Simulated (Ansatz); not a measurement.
# InSe: the cost of one run

Program: Ansatz 0.2.0. Level of theory: DFT LDA, scalar-relativistic, plane waves, PAW, and further levels as typed in the inputs. These are calculated values, not measurements.

## Step 1: The structure to begin with

It takes space group Cm (No. 8, monoclinic). The conventional cell has a = 6.997 Å, b = 4.000 Å, c = 48.340 Å, α = 90.00°, β = 90.00°, γ = 90.00°. Se (site symmetry m) is surrounded by 3 In at 2.65 to 2.67 Å. In (site symmetry m) is surrounded by 3 Se at 2.65 to 2.67 Å and 1 In at 2.79 Å. Only part of the 16 independent sites is listed.

As a file:

```cif
data_structure
_symmetry_space_group_name_H-M 'Cm'
_symmetry_Int_Tables_number 8
_cell_length_a 6.9975
_cell_length_b 4.0000
_cell_length_c 48.3400
_cell_angle_alpha 90.000
_cell_angle_beta 90.000
_cell_angle_gamma 90.000
_cell_volume 1353.03
loop_
_atom_site_label
_atom_site_type_symbol
_atom_site_symmetry_multiplicity
_atom_site_Wyckoff_symbol
_atom_site_fract_x
_atom_site_fract_y
_atom_site_fract_z
_atom_site_occupancy
Se1 Se 2 a 0.33333 0.00000 0.18618 1
In1 In 2 a 0.00000 0.00000 0.21297 1
In2 In 2 a 0.00000 0.00000 0.27069 1
Se2 Se 2 a 0.33333 0.00000 0.29748 1
Se3 Se 2 a 0.00000 0.00000 0.35830 1
In3 In 2 a 0.16667 0.50000 0.38508 1
In4 In 2 a 0.16667 0.50000 0.44280 1
Se4 Se 2 a 0.00000 0.00000 0.46959 1
Se5 Se 2 a 0.16667 0.50000 0.53041 1
In5 In 2 a 0.33333 0.00000 0.55720 1
In6 In 2 a 0.33333 0.00000 0.61492 1
Se6 Se 2 a 0.16667 0.50000 0.64170 1
Se7 Se 2 a 0.33333 0.00000 0.70252 1
In7 In 2 a 0.00000 0.00000 0.72931 1
In8 In 2 a 0.00000 0.00000 0.78703 1
Se8 Se 2 a 0.33333 0.00000 0.81382 1
```

## Step 2: Relaxing the atoms: In8Se8 sheet, no spin

File input.yaml:

```yaml
crystal:
  lattice:
    - [4.0, 0.0, 0.0]
    - [-2.0, 3.4987426313, 0.0]
    - [0.0, 0.0, 48.34]
  atoms:
    - { symbol: Se, position: [0.3333333333, 0.6666666667, 0.1861812164] }
    - { symbol: In, position: [0.0, 0.0, 0.2129706247] }
    - { symbol: In, position: [0.0, 0.0, 0.2706868018] }
    - { symbol: Se, position: [0.3333333333, 0.6666666667, 0.2974762102] }
    - { symbol: Se, position: [0.0, 0.0, 0.3582954075] }
    - { symbol: In, position: [0.6666666667, 0.3333333333, 0.3850848159] }
    - { symbol: In, position: [0.6666666667, 0.3333333333, 0.442800993] }
    - { symbol: Se, position: [0.0, 0.0, 0.4695904013] }
    - { symbol: Se, position: [0.6666666667, 0.3333333333, 0.5304095987] }
    - { symbol: In, position: [0.3333333333, 0.6666666667, 0.557199007] }
    - { symbol: In, position: [0.3333333333, 0.6666666667, 0.6149151841] }
    - { symbol: Se, position: [0.6666666667, 0.3333333333, 0.6417045925] }
    - { symbol: Se, position: [0.3333333333, 0.6666666667, 0.7025237898] }
    - { symbol: In, position: [0.0, 0.0, 0.7293131982] }
    - { symbol: In, position: [0.0, 0.0, 0.7870293753] }
    - { symbol: Se, position: [0.3333333333, 0.6666666667, 0.8138187836] }
  periodic: [true, true, false]
scf:
  occupations: { method: gaussian, width: 0.02 }
  n_extra_bands: 6
output:
  forces: true
  stress: false
  write_density: true
  write_potential: true
  elf: true
  volumetric_format: npy
kpoints:
  mp_grid: { grid: [10, 10, 1] }
hamiltonian:
  xc: lda
relax:
  f_tol: 0.004
  max_steps: 100
```

Launch:

```sh
$ ansatz run input.yaml --threads 8 --pin off --max-ram 24576MiB --backend cpu --events-out ev --progress --plain --runs-dir out
```

**Question.** How long does this run take on 8 threads of AMD EPYC 9R45 (Zen 5), shared host, and how much memory does it need?

About 5.8 min, with a peak of 7.6 GiB.
